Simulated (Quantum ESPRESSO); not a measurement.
Nb in Quantum ESPRESSO: the effect of target pressure

The system is Nb.

```xyz
1
Lattice="2.7196 0.0000 0.0000 0.0000 2.7196 0.0000 0.0000 0.0000 2.7196" Properties=species:S:1:pos:R:3 pbc="T T T"
Nb    1.3598    1.3598    1.3598
```

The cell was built by a generator and needn't be a form met in nature.

Alike in all runs:

* Program: Quantum ESPRESSO 7.5
* Task: relaxation of cell and atoms
* Functional: LDA
* Potentials or basis: SSSP 1.3 efficiency PBE
* Cutoff: 857 eV
* Density cutoff: 6884 eV
* k mesh: 10 × 10 × 10
* Occupations: fermi-dirac, width 0.05 eV
* Spin: no spin polarisation

Each run relaxes the cell or the atoms first.

| target pressure | relaxed volume (Å³/atom) |
| --- | --- |
| 0 GPa | 18.97 |
| 2 GPa | 18.71 |
| 5 GPa | 18.35 |
| 10 GPa | 17.82 |
| 20 GPa | ? |
| 30 GPa | 16.23 |

**Question.** What does the run with target pressure 20 GPa give?

**Answer.** Relaxed volume 16.93 Å³/atom.

Worked out: In Murnaghan's law V^(-B') rises as a straight line in P. The other rows fit best with B' = 3.7, V0 = 18.97 Å³/atom and B0 = 142 GPa, which gives 16.94 Å³/atom at 20 GPa, against the run's 16.93.

Caveats: the potentials were made for another functional, which shifts forces and pressure; the volume moved by over 15 % at a fixed basis, so the end points are rough (some runs).
